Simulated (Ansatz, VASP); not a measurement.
**Two plane-wave programs on SnSe2**

```
Sn Se
1.0
     3.86252    0.00000    0.00000
    -1.93126    3.34504    0.00000
     0.00000    0.00000    6.60008
Sn Se
1 2
Direct
  0.00000 0.00000 0.00000
  0.33333 0.66667 0.24194
  0.66667 0.33333 0.75806
```

Alike in both runs: functional PBE; k mesh 12 × 12 × 4; occupations gaussian, width 0.02 eV; no spin polarisation.

Ansatz relaxed the structure, and its values are those at the end. VASP's run is a single point on that final structure, the one shown.

```csv
,VASP,Ansatz
version,VASP 6.6.1,Ansatz 0.2.0
potentials or method,"VASP PAW PBE potentials, release 64 (Sn_d, Se)","scalar-relativistic, plane waves, PAW"
plane-wave cutoff (eV),520,420
valence electrons in the cell,26,46
```

|  | VASP | Ansatz | Ansatz less VASP |
| --- | --- | --- | --- |
| gap on the k mesh at the Fermi level (eV) | 0.68 | 0.68 | +0.002 |
| least direct gap on the mesh (eV) | 1.12 | 1.12 | +0.003 |
| pressure (GPa) | 0.5 | 0.4 | -0.06 |

The two sets of potentials don't hold the same shells in valence.

Caveats: spin-orbit coupling is left out, which moves the levels of the heavy elements; this functional lacks dispersion, which binds the layers, so the pressure and a relaxed spacing across them are unreliable. A k mesh can miss the band edges.
